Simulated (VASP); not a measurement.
The system is SnO2.

```
Sn O
1.0
     1.61709    0.93363    4.80059
    -1.61709    0.93363    4.80059
     0.00000   -1.86726    4.80059
Sn O
1 2
Direct
  0.50000 0.50000 0.50000
  0.76283 0.76283 0.76283
  0.23717 0.23717 0.23717
```

Measurements of this composition are mostly on another form, of space group No. 136.

| Quantity | Value |
| --- | --- |
| Program | VASP 6.6.1 |
| Task | relaxation of cell and atoms |
| Functional | LDA |
| Potentials or basis | VASP PAW LDA potentials, release 64 (Sn_d, O) |
| Cutoff | 600 eV |
| k mesh | 8 × 8 × 8 |
| Occupations | gaussian, width 0.02 eV |
| Spin | no spin polarisation |

At the start: pressure -8.6 GPa; volume 14.50 Å³/atom.

**Question.** Where does the relaxation end?

**Answer.** Over 27 steps the energy falls by 46.6 meV/atom and the volume is 12.07 Å³/atom (-16.7 %); space group R-3m (No. 166, to 0.05 Å).

The path:
```
step  energy change (eV)  largest force (eV/Å)  pressure (GPa)  volume (Å³)
   1              0.0000                0.6189           -8.61        43.49
   2              0.0755                1.2570           15.15        38.76
   3             -0.0668                0.0550           -0.47        41.46
   4             -0.0669                0.0699           -0.26        41.42
   5             -0.0718                0.1151           -0.35        41.21
   6             -0.0830                0.2489           -0.48        40.57
   7             -0.0903                0.5056           -0.63        39.25
   8             -0.0926                0.4961           -0.72        39.13
   9             -0.0994                0.4700           -0.84        38.77
  10             -0.1114                0.4152           -1.04        38.05
  11             -0.1268                0.2933           -0.99        36.59
  12             -0.0969                0.0745            2.87        33.59
  13             -0.1251                0.3272           -0.15        35.98
  14             -0.1242                0.2464            0.47        35.32
  15             -0.1251                0.2881            0.10        35.63
  16             -0.1315                0.1749           -0.27        35.78
  17             -0.1374                0.1678           -1.60        36.20
  18             -0.1379                0.0862           -1.33        36.10
  19             -0.1383                0.0002            1.35        35.77
  20             -0.1393                0.0393            0.15        35.92
  21             -0.1395                0.0252            0.13        35.95
  22             -0.1397                0.0154            0.23        36.04
  23             -0.1397                0.0290            0.22        36.07
  24             -0.1398                0.0110           -0.07        36.15
  25             -0.1398                0.0078           -0.15        36.17
  26             -0.1398                0.0038           -0.06        36.18
  27             -0.1399                0.0062            0.01        36.22
```

Final structure:
```yaml
crystal:
  lattice:
    - [1.60865, 0.92876, 4.04014]
    - [-1.60865, 0.92876, 4.04014]
    - [0.00000, -1.85751, 4.04014]
  atoms:
    - { symbol: Sn, position: [0.50000, 0.50000, 0.50000] }
    - { symbol: O, position: [0.75417, 0.75417, 0.75417] }
    - { symbol: O, position: [0.24583, 0.24583, 0.24583] }
```

Caveat: the volume moved by over 15 % at a fixed basis, so the end points are rough.
